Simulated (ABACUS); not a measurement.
Crystal: Fe.

```
CELL_PARAMETERS angstrom
2.49935 0.00000 0.00000
-0.83312 2.35641 0.00000
-0.83312 -1.17820 2.04071
ATOMIC_POSITIONS crystal
Fe 0.00000 0.00000 0.00000
```

Program: ABACUS 3.10.1. Alike in all runs: task single point; spin collinear, ferromagnetic start; cell as given; smearing fermi-dirac 0.05 eV.

Question: Order these runs on this cell by their pressure, lowest first.
A. level M06-L; potentials or basis SG15 ONCV 1.2 PBE, plane waves; k mesh 8 × 8 × 8; cutoff (eV) 1415; SCF threshold on the density 1e-08; eigensolver dav; mesh quality coarse
B. level LDA; potentials or basis PseudoDojo NC SR 0.4.1 LDA stringent, DZP LCAO (the cutoffs set its grid); k mesh 12 × 12 × 12; cutoff (eV) 1891; orbital files Fe Fe_confined-atom_7au_3s2p2d1f.orb; SCF threshold on the density 1e-07; eigensolver genelpa; mesh quality not flagged
C. level HCTH407; potentials or basis SPMS ONCV 1.0 PBE, plane waves; k mesh 10 × 10 × 10; cutoff (eV) 1225; SCF threshold on the density 1e-08; eigensolver dav; mesh quality not flagged

Answer: B (-24.6 GPa), A (0.0 GPa), C (4.3 GPa).

Caveats: some runs use coarse meshes; the potentials were made for another functional, which shifts forces and pressure (some runs); the atomic orbitals were generated for these runs and aren't a published set (some runs); so large a pressure means that the cell lies far from this level's equilibrium, or that cutoff or potentials fall short (some runs); the basis of atomic orbitals isn't converged, which shifts pressures, moduli and gaps (some runs).

Not every run made on this cell is shown here.
